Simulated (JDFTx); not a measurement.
La:

```
CELL_PARAMETERS angstrom
-2.12383 2.12383 2.12383
2.12383 -2.12383 2.12383
2.12383 2.12383 -2.12383
ATOMIC_POSITIONS crystal
La 0.00000 0.00000 0.00000
```

This isn't the form of La at room conditions, which is double hcp.

| Item | Value |
| --- | --- |
| Program | JDFTx 1.7.0 (patched build) |
| Task | relaxation of cell and atoms |
| Functional | TPSS |
| Potentials or basis | SG15-PBE-1.2 with smoothed tails |
| Cutoff | 1088 eV |
| Density cutoff | 4354 eV |
| k mesh | 4 × 4 × 4 |
| Occupations | fermi-dirac, width 0.05 eV |
| Spin | no spin polarisation |

At the start: pressure -1.3 GPa; volume 38.32 Å³/atom.

Problem. How do energy, volume and symmetry change on relaxing?

Solution. Over 5 steps the energy falls by 8.0 meV/atom and the volume is 36.36 Å³/atom (-5.1 %); space group Im-3m (No. 229, to 0.05 Å).

The path:
```
step  energy change (eV)  largest force (eV/Å)  pressure (GPa)  volume (Å³)
   1              0.0000                0.0000           -1.26        38.32
   2             -0.0016                0.0000           -1.13        38.10
   3             -0.0080                0.0000            0.07        36.27
   4             -0.0080                0.0000            0.00        36.36
   5             -0.0080                0.0000           -0.01        36.36
```

Final structure:
```xyz
1
Lattice="-2.0870 2.0870 2.0870 2.0870 -2.0870 2.0870 2.0870 2.0870 -2.0870" Properties=species:S:1:pos:R:3 pbc="T T T"
La    0.0000    0.0000    0.0000
```

Caveat: the k mesh is coarse (spacing up to 0.52 Å⁻¹), so the values aren't converged; meta-GGA forces are noisy on this grid; the potentials were made for another functional, which shifts forces and pressure.
